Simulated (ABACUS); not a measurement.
The system is Se.

```
Se
1.0
     4.36620    0.00000    0.00000
    -2.18310    3.78124    0.00000
     0.00000    0.00000    4.95360
Se
3
Direct
  0.77460 0.77460 0.00000
  0.00000 0.22540 0.66667
  0.22540 0.00000 0.33333
```

Base run:

| Item | Value |
| --- | --- |
| Program | ABACUS 3.10.1 |
| Functional | PBEsol |
| Potentials or basis | SG15 ONCV 1.2 PBE |
| Cutoff | 1184 eV |
| Density cutoff | 4735 eV |
| Basis | plane waves |
| k mesh | 6 × 6 × 5 |
| Occupations | fermi-dirac, width 0.05 eV |
| Spin | no spin polarisation |

Its results: band gap on the k mesh 1.20 eV, indirect (least direct gap 1.46 eV); pressure 1.2 GPa; largest force 0.527 eV/Å.

Question: The run is repeated on the same cell with these changes: functional from PBEsol to LDA; potentials or basis from SG15 ONCV 1.2 PBE to PseudoDojo NC SR 0.4.1 LDA standard; valence electrons from 18 to 48. What comes out?

Answer: Band gap on the k mesh 1.17 eV, indirect (least direct gap 1.41 eV); pressure -1.2 GPa; largest force 0.256 eV/Å.

Caveats: an odd mesh through Γ misses points on the zone boundary, where band edges often lie; the potentials were made for another functional, which shifts forces and pressure (some runs).

Not every run made on this cell is shown here.
